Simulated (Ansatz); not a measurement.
# Al2Cu (P4/mmm) in Ansatz: settings compared, part 2 of 2

Ansatz 0.2.0. The steps go on from the part before.

**10. Phonons, PBEsol**

input.yaml reads:

```yaml
crystal:
  lattice:
    - [4.105182, 0.0, 0.0]
    - [0.0, 4.105182, 0.0]
    - [0.0, 0.0, 2.891313]
  atoms:
    - { symbol: Cu, position: [0.0, 0.0, 0.0] }
    - { symbol: Al, position: [0.0, 0.5, 0.5] }
    - { symbol: Al, position: [0.5, 0.0, 0.5] }
hamiltonian:
  xc: pbesol
  pseudopotentials: { kind: paw }
kpoints:
  mp_grid: { grid: [6, 6, 8] }
scf:
  occupations: { method: fermi_dirac, width: 0.05 }
phonons:
  method: dfpt
```

Potentials or basis: Ansatz PAW.

Started as:

```
ansatz run input.yaml --threads 2 --pin off --max-ram 5632MiB --backend cpu --events-out ev --progress --plain --runs-dir out
```

The program printed:

```text
Warning: RAYON_NUM_THREADS=2 ignored (pool sized by the plan → 2); use --threads N
zone centre: on kpoints.mp_grid the ground state, and the responses unless they are solved on pairs of k-points, stand on 80 of the mesh's 288 k-points, reduced under 8 symmetry operations, with k and −k counted as one. Each operation leaves every solved displacement unchanged or reverses it
Engine: ansatz 0.2.0, aarch64-unknown-linux-gnu
Pseudopotentials: kind: paw
Pseudopotential: Cu, paw, valence charge 19, recommended cutoff 420 eV (normal), Cu.paw.azcp
Pseudopotential: Al, paw, valence charge 3, recommended cutoff 420 eV (normal), Al.paw.azcp
Functional definition: PBEsol
  exchange = pbesol_x
  correlation = pbesol_c
Crystal: 3 atoms, lattice volume = 48.726 Å³
Basis set: ecut = 420 eV, 945 PW (Γ), exchange–correlation on 60×60×40 points (8 copies of the dense FFT grid, shifted against one another)
Bands: 17, of which v1, the nominal top of the filled ones, is band 13 counted from 1 (12 counted from 0)
Symmetry: 16 space group operations
k-points: 80 of 288 (irreducible under 8 space group operations)
Non-local potential: Cu, projectors of the file, l = 0: 3, l = 1: 2, l = 2: 3, l = 3: 1
Non-local potential: Al, projectors of the file, l = 0: 2, l = 1: 2, l = 2: 1
PAW form: soft (Blöchl's): semilocal exchange-correlation on the pseudo side does not see the compensation charge
PAW frozen core: Cu, regenerated for the run's functional, and the local potential with it (the file was generated under x = pbe(κ = 0.804, μ = 0.2195149727645171), c = pbe(β = 0.06672455060314922))
PAW frozen core: Al, regenerated for the run's functional, and the local potential with it (the file was generated under x = pbe(κ = 0.804, μ = 0.2195149727645171), c = pbe(β = 0.06672455060314922))
PAW one-centre angular grid: Cu, 590 points (default); XC on 64 Gauss nodes
PAW one-centre angular grid: Al, 110 points (default); XC on 64 Gauss nodes
Initial density: superposition of atomic densities (neutral atoms: chi_scale 0, normalization atom), corrected by the library's trained network
Initial wavefunctions: pseudopotential atomic-orbital guess
Functional: x = pbesol(κ = 0.804, μ = 0.12345679012345678), c = pbesol(β = 0.046)
SCF iter   1: F=—  HF=-7637.946544 eV  |F-HF|=—  |Δ(HF+E_count)|=         —  Δρ=1.31e-2  dr2=5.23e-2  ethr=1.77e-3  ⟨swp⟩=5.6  Hψ=7025  notcnv=0
preconditioner: auto → Kerker (q_TF=auto, 2.441 Å⁻¹)  [metal: Δε(μ)=0.022 eV  Ē_g=8.013 eV  σ=0.050 eV  W_gap=0.11  n_scr=10 (ndim 8)  ℏωp=21.9 eV  f_vac=0.000  D(μ)=1.30/eV (n_scr^D=10)]
SCF iter   2: F=—  HF=-7637.938221 eV  |F-HF|=—  |Δ(HF+E_count)|=   8.32e-3  Δρ=1.24e-3  dr2=1.10e-3  ethr=2.09e-4  ⟨swp⟩=2.0  Hψ=2833  notcnv=0  defer=4
SCF iter   3: F=—  HF=-7637.937637 eV  |F-HF|=—  |Δ(HF+E_count)|=   5.84e-4  Δρ=1.49e-3  dr2=1.25e-3  ethr=4.41e-6  ⟨swp⟩=2.2  Hψ=2064  notcnv=0  defer=4
SCF iter   4: F=—  HF=-7637.937393 eV  |F-HF|=—  |Δ(HF+E_count)|=   2.44e-4  Δρ=5.33e-4  dr2=1.99e-4  ethr=4.41e-6  ⟨swp⟩=1.2  Hψ=1423  notcnv=0  defer=4
SCF iter   5: F=—  HF=-7637.937364 eV  |F-HF|=—  |Δ(HF+E_count)|=   2.93e-5  Δρ=1.20e-4  dr2=1.23e-5  ethr=7.98e-7  ⟨swp⟩=1.4  Hψ=1457  notcnv=0  defer=4
SCF iter   6: F=—  HF=-7637.937363 eV  |F-HF|=—  |Δ(HF+E_count)|=   9.86e-7  Δρ=2.55e-5  dr2=5.87e-7  ethr=4.94e-8  ⟨swp⟩=2.6  Hψ=2001  notcnv=0  defer=4
SCF iter   7: F=—  HF=-7637.937361 eV  |F-HF|=—  |Δ(HF+E_count)|=   1.59e-6  Δρ=4.92e-6  dr2=1.65e-8  ethr=2.35e-9  ⟨swp⟩=2.3  Hψ=1933  notcnv=0  defer=4
SCF iter   8: F=—  HF=-7637.937361 eV  |F-HF|=—  |Δ(HF+E_count)|=   3.85e-9  Δρ=7.22e-7  dr2=2.51e-10  ethr=6.61e-11  ⟨swp⟩=2.3  Hψ=2014  notcnv=0  defer=4
SCF iter   9: F=—  HF=-7637.937361 eV  |F-HF|=—  |Δ(HF+E_count)|=  8.28e-11  Δρ=2.13e-7  dr2=2.04e-11  ethr=1.00e-12  ⟨swp⟩=2.3  Hψ=1947  notcnv=0  defer=4
SCF iter  10: F=-7637.937361 eV  HF=-7637.937361 eV  |F-HF|=9.09e-13  |Δ(HF+E_count)|=    0.00e0  Δρ=3.85e-8  dr2=7.06e-13  ethr=1.00e-12  ⟨swp⟩=5.3  Hψ=5214  notcnv=0
SCF 1 converged in 10 iterations: F = -7637.937361 eV  dr2 = 7.06e-13
DFPT response loops at Γ: preconditioner auto → Kerker (q_TF=auto, 2.441 Å⁻¹) (partly filled bands, converged f_vac=0.000); β = 1.00, the filter's whole step (`scf.mixing.beta` (0.50) is not read by the response loops under this deck's `scf.mixing.preconditioner`; to damp them name `kerker` or `kerker_dos`, under which they read `scf.mixing.beta`, and type it under 1.00, their step now; both keys bind the ground state too); Broyden in place of MSR1
SCF converged after 10 iterations
Free energy (F): -7637.937361 eV
Harris-Foulkes:  -7637.937361 eV  (|F-HF|=9.09e-13)
Internal energy: -7637.927675 eV  (E = F + TS)
E sigma→0 (E₀):  -7637.932518 eV
Entropy (-TS):   -0.009686 eV (-3.229 meV/atom)
Fermi energy:    9.325154 eV
--- Per-component energies (eV) ---
  E_band       = -498.453395
  E_kinetic    = 345.413556
  E_local      = -6179.363830  (includes V_loc(G=0)·N_el)
  E_nonlocal   = 407.196379
  E_hartree    = 2775.923400
  E_xc         = -168.124099
  E_vxc        = -174.162831  (∫ρ·V_xc dr)
  E_paw        = -2531.737581  (= ΣΔE_a)
  E_vpaw       = -449.383695  (= ΣTr[D̂ρ^β])
  E_aug_tail   = 0.000235  (compensation charges beyond the density's cutoff)
  E_ewald      = -2287.480215
  E_core_change = 0.244480  (= ΣΔE_core)
  E_smearing   = -0.009686  (= −TS)
  E_closure    = -0.000000  (closes the sum)
  Σ components = -7637.937361   (vs F -7637.937361, Δ=0.00e0)
--- Band table (eV; the first three rows and the last of 80) ---
  k-point 0: bands = ["-104.4623", "-61.9751", "-61.9751", "-61.9593", "-1.2944", "3.8594", "4.3748", "5.0493", "5.2392", "5.2392", "6.8666", "6.8666", "9.1852", "10.1067", "15.1691", "15.3943", "15.3943"]
  k-point 1: bands = ["-104.4621", "-61.9750", "-61.9750", "-61.9611", "-1.0115", "3.9541", "4.4773", "4.9932", "4.9932", "5.0757", "7.3442", "7.3442", "9.3416", "10.2715", "12.3282", "15.6416", "15.6416"]
  k-point 2: bands = ["-104.4619", "-61.9746", "-61.9746", "-61.9657", "-0.1739", "4.1857", "4.6119", "4.6119", "4.6756", "5.1398", "8.4404", "8.4404", "9.1496", "9.8441", "10.8863", "16.1244", "16.1244"]
  k-point 79: bands = ["-104.4616", "-61.9742", "-61.9742", "-61.9719", "3.7098", "3.7098", "4.9846", "5.0451", "5.3743", "5.7398", "6.9802", "6.9802", "8.3194", "8.3552", "9.1892", "9.1892", "11.6332"]
--- Phonons (Γ-DFPT): 5 representative perturbations + reference, on 80 of 288 k-points (Σ response iterations 16) ---
  k mesh reduced under 8 symmetry operations, with k and −k counted as one. Each operation leaves every solved displacement unchanged or reverses it
  ASR residual: 3.902e-4 → 0.000e0 eV/Å²; symmetrization residual: 6.521e-6 eV/Å²
  ASR residual per site (eV/Å²): 3.90e-4 4.98e-5 4.98e-5
  Γ frequencies (cm⁻¹): 0.00 0.00 0.00 147.68 147.68 176.06 225.89 338.11 338.11
  non-analytic LO–TO correction: not included (Born effective charges unavailable; polar crystals: no LO–TO splitting at Γ)
```

Wall time 18 s (2 threads of Arm Neoverse V2, shared host); peak memory 0.5 GiB.

What came out:

| Quantity | Value |
| --- | --- |
| Free energy | -7637.9374 eV |
| Band gap on the k mesh | none (metal or under the smearing width) |
| Highest phonon frequency at Γ | 338 cm⁻¹ |

Levels at points of the mesh, in eV from the Fermi level:
| k point | band 11 | band 12 | band 13 | band 14 | band 15 | band 16 |
| --- | --- | --- | --- | --- | --- | --- |
| (0.00, 0.00, 0.00) | -2.46 | -2.46 | -0.14 | 0.78 | 5.84 | 6.07 |
| (0.00, 0.00, -0.50) | -3.05 | 2.45 | 2.46 | 2.46 | 2.64 | 2.64 |
| (0.00, -0.50, 0.00) | -4.08 | -1.15 | 1.50 | 1.65 | 1.84 | 7.22 |
| (0.00, -0.50, -0.50) | -3.14 | -2.55 | -1.75 | 3.57 | 3.86 | 4.29 |
| (-0.50, 0.00, 0.00) | -4.08 | -1.15 | 1.50 | 1.65 | 1.84 | 7.22 |
| (-0.50, 0.00, -0.50) | -3.14 | -2.55 | -1.75 | 3.57 | 3.86 | 4.29 |
| (-0.50, -0.50, 0.00) | -4.11 | -4.11 | -2.47 | 8.41 | 8.41 | 9.11 |
| (-0.50, -0.50, -0.50) | -2.34 | -2.34 | -1.01 | -0.97 | -0.14 | -0.14 |

Phonon frequencies in cm⁻¹ (negative: imaginary):
```tsv
q point	frequencies
(0.000, 0.000, 0.000)	0 0 0 148 148 176 226 338 338
```

Caveat: the PAW data sets come from PBE, with cores solved anew for the run's functional, which leaves a small shift of forces and pressure.
